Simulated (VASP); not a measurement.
A run of VASP 6.6.1:

The input INCAR:

```
ALGO = Normal
EDIFF = 1E-7
EDIFFG = -0.005
ENCUT = 600
GGA = CA
IBRION = 2
ISIF = 3
ISMEAR = 0
LASPH = T
LCHARG = F
LREAL = F
LWAVE = F
NELM = 80
NSW = 90
PREC = Accurate
SIGMA = 0.03
```

The input KPOINTS:

```
k-points
0
Gamma
  10 10 10
```

The input POSCAR:

```
GaSb                                    
1.0
   -0.0000000000      3.0276660344      3.0276660344
    3.0276660344     -0.0000000000      3.0276660344
    3.0276660344      3.0276660344     -0.0000000000
  Ga              Sb            
     1     1
Direct
     0.0000000000000000    0.0000000000000000    0.0000000000000000
     0.2500000000000000    0.2500000000000000    0.2500000000000000
```

Potentials or basis: VASP PAW LDA potentials, release 64 (Ga_d, Sb).

Command:

```bash
$ cat potpaw_LDA.64/Ga_d/POTCAR potpaw_LDA.64/Sb/POTCAR > POTCAR
$ mpirun -np 1 vasp_std > vasp.out
```

Hardware: 1 thread of Intel(R) Xeon(R) Platinum 8488C (Sapphire Rapids), with other jobs on the host.

Task: How long does it take, and how much memory?

Result: It took 19 s on 1 thread of Intel(R) Xeon(R) Platinum 8488C (Sapphire Rapids), on a shared host, peak memory 0.19 GiB. Counts: scf iterations 12, k points 47, ion steps 1.
